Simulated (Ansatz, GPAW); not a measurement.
This is a calculation of MgS (Niningerite) for Ansatz 0.2.0. 

Contents of input.yaml:

```yaml
crystal:
  lattice:
    - [0.0, 2.60165, 2.60165]
    - [2.60165, 0.0, 2.60165]
    - [2.60165, 2.60165, 0.0]
  atoms:
    - { symbol: S, position: [0.5, 0.5, 0.5] }
    - { symbol: Mg, position: [0.0, 0.0, 0.0] }
hamiltonian:
  xc: pbe
  pseudopotentials: { kind: paw }
kpoints:
  mp_grid: { grid: [9, 9, 9] }
scf:
  occupations: { method: gaussian, width: 0.02 }
output:
  forces: true
  stress: true
  eigenvalues: true
```

Potentials or basis: Ansatz PAW.

Run with:

```console
$ ansatz run input.yaml --threads 1 --pin off --max-ram 3584MiB --backend cpu --events-out ev --progress --plain --runs-dir out
```

Problem. Translate it to GPAW 26.7.0 (ASE script). Potentials or basis there: GPAW PAW data sets (gpaw-data 1.2.1), cutoff 800 eV.

Solution. As run (cutoffs and basis follow the program's own potentials, and thresholds, step limits or extra output files can differ):

The input run.py:

```python
from ase.dft.bandgap import bandgap
from ase.io import read, write
from ase.units import GPa
from gpaw import GPAW, PW

atoms = read('POSCAR')

calc = GPAW(mode=PW(800),
            xc='PBE',
            kpts={'size': (9, 9, 9), 'gamma': True},
            occupations={'name': 'methfessel-paxton', 'order': 0, 'width': 0.02},
            nbands=16,
            convergence={'density': 1e-05, 'energy': 1e-05},
            maxiter=150,
            txt='gpaw.txt')
atoms.calc = calc
energy = atoms.get_potential_energy()
forces = atoms.get_forces()
stress = atoms.get_stress()
calc.write('gs.gpw')
write('result.traj', atoms)
print(f'Energy: {energy:.6f} eV')
print('Forces (eV/A):')
print(forces.round(4))
print('Stress (GPa):', (stress / GPa).round(3))
print('Fermi level:', round(calc.get_fermi_level(), 4), 'eV')
print(f'Gap: {bandgap(calc)[0]:.4f} eV, direct: {bandgap(calc, direct=True)[0]:.4f} eV')
```

File POSCAR:

```
MgS
1.0
    0.0000000000      2.6016500000      2.6016500000
    2.6016500000      0.0000000000      2.6016500000
    2.6016500000      2.6016500000      0.0000000000
S Mg
1 1
Direct
    0.5000000000      0.5000000000      0.5000000000
    0.0000000000      0.0000000000      0.0000000000
```

Potentials or basis: GPAW PAW data sets (gpaw-data 1.2.1), pw.

Run with:

```console
$ OMP_NUM_THREADS=1 python run.py
```

Both were run:

|  | Ansatz | GPAW |
| --- | --- | --- |
| Pressure | 1.2 GPa | 1.1 GPa |

Ansatz's pressure holds a Pulay term of +0.00 GPa for its cutoff of 420 eV, which the other run lacks.

Where Ansatz's input types no cutoff or centring, it takes its own default and a Γ-centred mesh.

Pressure is positive in compression.
